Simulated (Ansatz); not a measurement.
A run of Ansatz 0.2.0:

Contents of input.yaml:

```yaml
crystal:
  lattice:
    - [-1.65128, 1.65128, 1.65128]
    - [1.65128, -1.65128, 1.65128]
    - [1.65128, 1.65128, -1.65128]
  atoms:
    - { symbol: Ta, position: [0.0, 0.0, 0.0] }
hamiltonian:
  xc:
    exchange: hjs_pbesol
    correlation: pbesol
    exx: { coeff: 0.25, omega: 0.207 }
  pseudopotentials: { kind: paw }
kpoints:
  mp_grid: { grid: [6, 6, 6] }
  band_path:
    path:
      - [[0.0, 0.0, 0.0], [0.5, -0.5, 0.5], [0.0, 0.0, 0.5], [0.0, 0.0, 0.0], [0.25, 0.25, 0.25], [0.5, -0.5, 0.5]]
      - [[0.25, 0.25, 0.25], [0.0, 0.0, 0.5]]
    npoints: 4
scf:
  occupations: { method: fermi_dirac, width: 0.05 }
  n_extra_bands: 6
output:
  forces: true
  stress: true
  eigenvalues: true
  fatbands: false
```

Potentials or basis: Ansatz PAW.

Command:

```sh
$ ansatz run input.yaml --threads 2 --pin off --max-ram 5632MiB --backend cpu --events-out ev --progress --plain --runs-dir out
```

Hardware: 2 threads of Intel(R) Xeon(R) Processor @ 2.70GHz, on a shared host.

Estimate the wall time of this run.

Wall time 57 s on 2 threads of Intel(R) Xeon(R) Processor @ 2.70GHz, on a shared host, peak memory 0.6 GiB. Counts: scf iterations 13, plane waves 369, k points 16, bands 13.
